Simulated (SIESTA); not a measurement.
## Ni under changes of volume

One of the cells (10.702 Å³/atom); the others are scaled copies at fixed shape and fractional positions:

```
CELL_PARAMETERS angstrom
0.00000 1.74908 1.74908
1.74908 0.00000 1.74908
1.74908 1.74908 0.00000
ATOMIC_POSITIONS crystal
Ni 0.00000 0.00000 0.00000
```

- Program: SIESTA 5.4.2
- Functional: PBEsol
- Potentials or basis: PseudoDojo 0.4 standard (PBEsol files)
- Basis: DZP (energy shift 0.003 Ry; two zetas on semicore shells)
- Grid cutoff: 800 Ry
- Energy shift: 0.003 Ry
- k mesh: 13 × 13 × 13
- Occupations: fermi-dirac, width 0.05 eV
- Spin: collinear spin, ferromagnetic start
- Starting moments: [1.0] μB

```csv
volume (Å³/atom),energy over the lowest point (meV/atom),pressure (GPa)
9.862,17.30,13.8
10.072,4.58,5.9
10.282,0.00,2.2
10.702,6.36,-6.7
10.912,18.60,-11.3
11.122,?,?
```

Question: What does the run at 11.122 Å³/atom give?

Answer: Energy over the lowest point 36.24 meV/atom; pressure -14.5 GPa.

Worked out: A Birch-Murnaghan fit of order 3 (a polynomial in V^(-2/3)) to the other rows has its minimum at 10.36 Å³/atom with B0 = V·E''(V) = 227 GPa (rough, since the energies scatter). It gives 35.40 meV/atom at 11.122 Å³/atom, against the run's 36.24, and -dE/dV = -14.7 GPa, against -14.5.

Energies are extrapolated to zero smearing.

Caveats: short orbitals over semicore shells can move pressures by several GPa; the basis of atomic orbitals isn't converged, which shifts pressures, moduli and gaps.
